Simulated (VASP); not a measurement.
Set up this calculation in VASP 6.6.1, as the native input.

```yaml
Task: relaxation of the atoms
Functional: PBE
Potentials_or_basis: VASP PAW PBE potentials, release 64 (Pt)
Cutoff: 520 eV
k_mesh: 15 × 15 × 1
Occupations: methfessel-paxton, width 0.1 eV
Spin: no spin polarisation
Dipole_correction: yes
Further_INCAR_settings: ALGO = Normal; EDIFF = 1e-06; IBRION = 2; EDIFFG = -0.02; NSW = 80
```

The structure of Pt lies in POSCAR:

```
Pt
1.0
    2.8050756300      0.0000000000      0.0000000000
   -1.4025378200      2.4292667600      0.0000000000
    0.0000000000      0.0000000000     26.4516733100
Pt
6
Direct
    0.6666666700      0.3333333300      0.2835359400
    0.3333333300      0.6666666700      0.3701215600
    0.0000000000      0.0000000000      0.4567071900
    0.6666666700      0.3333333300      0.5432928100
    0.3333333300      0.6666666700      0.6298784400
    0.0000000000      0.0000000000      0.7164640600
```

The slab is cut from a database's or a generator's crystal, which needn't be the stable form of the element.

One way to write it, as run:

INCAR

```
ALGO     = Normal         # electronic algorithm
DIPOL    = 0.5 0.5 0.500
EDIFF    = 1E-6           # SCF threshold, eV
EDIFFG   = -0.02          # ionic threshold
ENCUT    = 520            # plane-wave cutoff, eV
GGA      = PE             # functional
IBRION   = 2              # ionic algorithm
IDIPOL   = 3            
ISIF     = 2              # what is computed and relaxed
ISMEAR   = 1              # smearing method
KPAR     = 2            
LASPH    = True           # aspherical terms in the spheres
LCHARG   = False          # write CHGCAR
LDIPOL   = True         
LREAL    = False          # projectors in reciprocal space
LWAVE    = False          # write WAVECAR
NELM     = 80             # most SCF steps
NSW      = 80             # ionic steps
PREC     = Accurate       # precision mode
SIGMA    = 0.1            # smearing width, eV
```

KPOINTS

```
k-points
0
Gamma
  15 15 1
```

Potentials or basis: VASP PAW PBE potentials, release 64 (Pt).

Run with:

```console
$ cat potpaw_PBE.64/Pt/POTCAR > POTCAR
$ mpirun -np 2 vasp_std > vasp.out
```

Results of the run:

* Energy gained by relaxing: 1.0 meV/atom
* Ionic steps: 4
* Largest force after relaxing: 0.005 eV/Å
* Band gap on the k mesh: none (metal or under the smearing width)

Run time: 4.2 min on 2 MPI ranks on Intel(R) Xeon(R) Platinum 8488C (Sapphire Rapids), with other jobs on the host, peak memory 0.4 GiB a rank.
